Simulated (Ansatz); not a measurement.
**Al$_{3}$Cu$_{2}$: how the energy converges with the cutoff**

Al$_{3}$Cu$_{2}$, P1, a = 4.047 Å, b = 4.025 Å, c = 4.981 Å, α, β, γ = 90.3°, 89.4°, 120.0°. Ansatz: r2SCAN, PAW, cutoff varied, Γ-centred 8×8×6 mesh on 5 atoms, Gaussian smearing 0.10 eV; no spin polarisation. Single points at one geometry with displaced atoms, the cutoff alone changed; ΔE is the energy at zero smearing over the run at 600 eV. The runs up to 350 eV lie under the cutoff recommended for these PAW datasets.

| cutoff (eV) | ΔE (meV/atom) |
| --- | --- |
| 200 | 6444.84 |
| 250 | 1082.13 |
| 300 | ? |
| 350 | 10.68 |
| 500 | 0.37 |

Problem. Assume ΔE falls exponentially with the cutoff, fit y = ln ΔE against x, the cutoff in eV, to the other rows, and predict the missing value.

Solution. y = 8.771, 6.987, 2.368, -0.994. Means x = 325.0, y = 4.2830; Σ(Δx)² = 52500, ΣΔxΔy = -1735; the slope is their ratio. y = 15.02 − 0.03305 x, a factor of ten per 70 eV. At 300 eV this gives ΔE = 164.84 meV/atom. The run gave 129.36, a ratio of 1.27. Between neighbouring rows the decay runs from a factor of ten per 46 eV to one per 103 eV, so one exponential is only a rough guide. The fast fall gives way to a slow tail.

Cost: 6 runs of about 11 core-minutes in all, on Intel Xeon Processor @ 2.50GHz (Skylake/Cascade Lake) (shared hosts).